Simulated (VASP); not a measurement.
Level of theory: PBE GGA, VASP's PBE PAW potentials (set 64) (plane waves; VASP).

VASP input:

File POSCAR:
```
BaF2
1
    0.0000000000     3.1442325711     3.1442325711
    3.1442325711    -0.0000000000     3.1442325711
    3.1442325711     3.1442325711     0.0000000000
Ba F
1 2
Direct
  1.0000000000   1.0000000000   1.0000000000
  0.2500000000   0.2500000000   0.2500000000
  0.7500000000   0.7500000000   0.7500000000
```

INCAR:
```
ALGO = Normal
EDIFF = 1E-6
EDIFFG = -0.02
ENCUT = 530
GGA = PE
IBRION = 2
ISIF = 3
ISMEAR = 0
LASPH = .TRUE.
LCHARG = .FALSE.
LMAXMIX = 4
LREAL = .FALSE.
LWAVE = .FALSE.
NELM = 100
NSW = 60
PREC = Accurate
SIGMA = 0.05
SYSTEM = BaF2
```

KPOINTS:
```
Regular mesh
0
G
  6 6 6
0 0 0
```

POTCAR, in this order: Ba_sv F (PBE.64 set). Program: vasp_std.

The resulting files:

### OSZICAR
```
       N       E                     dE             d eps       ncg     rms          rms(c)
DAV:   1     0.161891809674E+03    0.16189E+03   -0.12950E+04   512   0.140E+03
DAV:   2    -0.124736021089E+02   -0.17437E+03   -0.16957E+03   672   0.292E+02
DAV:   3    -0.188181932374E+02   -0.63446E+01   -0.63392E+01   696   0.656E+01
DAV:   4    -0.189179440787E+02   -0.99751E-01   -0.99740E-01   648   0.689E+00
DAV:   5    -0.189214143305E+02   -0.34703E-02   -0.34702E-02   712   0.918E-01    0.845E+00
DAV:   6    -0.171056879153E+02    0.18157E+01   -0.10174E+01   512   0.246E+01    0.417E+00
DAV:   7    -0.171000291359E+02    0.56588E-02   -0.36255E-01   640   0.551E+00    0.209E+00
DAV:   8    -0.171176841212E+02   -0.17655E-01   -0.58263E-02   576   0.293E+00    0.272E-01
DAV:   9    -0.171266958278E+02   -0.90117E-02   -0.13995E-02   624   0.859E-01    0.149E-01
DAV:  10    -0.171293511787E+02   -0.26554E-02   -0.39046E-03   536   0.453E-01    0.430E-02
DAV:  11    -0.171293404789E+02    0.10700E-04   -0.40029E-04   704   0.157E-01    0.202E-02
DAV:  12    -0.171293596566E+02   -0.19178E-04   -0.72988E-05   512   0.639E-02    0.272E-03
DAV:  13    -0.171293600797E+02   -0.42311E-06   -0.13959E-06   560   0.928E-03
   1 F= -.17129360E+02 E0= -.17129360E+02  d E =-.171294E+02
```

**OUTCAR**
```
------------------------ aborting loop because EDIFF is reached ----------------------------------------
  FORCE on cell =-STRESS in cart. coord.  units (eV):
  Direction    XX          YY          ZZ          XY          YZ          ZX
  --------------------------------------------------------------------------------------
  Total       -0.0450381     -0.0450381     -0.0450381     -0.0000000     -0.0000000      0.0000000
  in kB       -1.1606917     -1.1606917     -1.1606917     -0.0000000     -0.0000000      0.0000000
  external PRESSURE =      -1.1606917 kB  Pullay stress =       0.0000000 kB
  volume of cell :       62.17
      direct lattice vectors                 reciprocal lattice vectors
     0.000000000  3.144232571  3.144232571    -0.159021316  0.159021316  0.159021316
     3.144232571  0.000000000  3.144232571     0.159021316 -0.159021316  0.159021316
     3.144232571  3.144232571  0.000000000     0.159021316  0.159021316 -0.159021316
 POSITION                                       TOTAL-FORCE (eV/Angst)
 -----------------------------------------------------------------------------------
      0.00000      0.00000      0.00000         0.000000      0.000000     -0.000000
      1.57212      1.57212      1.57212        -0.000000     -0.000000     -0.000000
      4.71635      4.71635      4.71635         0.000000      0.000000      0.000000
 -----------------------------------------------------------------------------------
    total drift:                                0.000000      0.000000      0.000000
  FREE ENERGIE OF THE ION-ELECTRON SYSTEM (eV)
  ---------------------------------------------------
  free  energy   TOTEN  =       -17.1293600797 eV

  energy  without entropy=      -17.1293600797  energy(sigma->0) =      -17.12936008

 reached required accuracy - stopping structural energy minimisation
```
(Selected blocks of OUTCAR.)

The compound is BaF2 in the fluorite structure. It was relaxed first. The start is the result of an earlier pass.
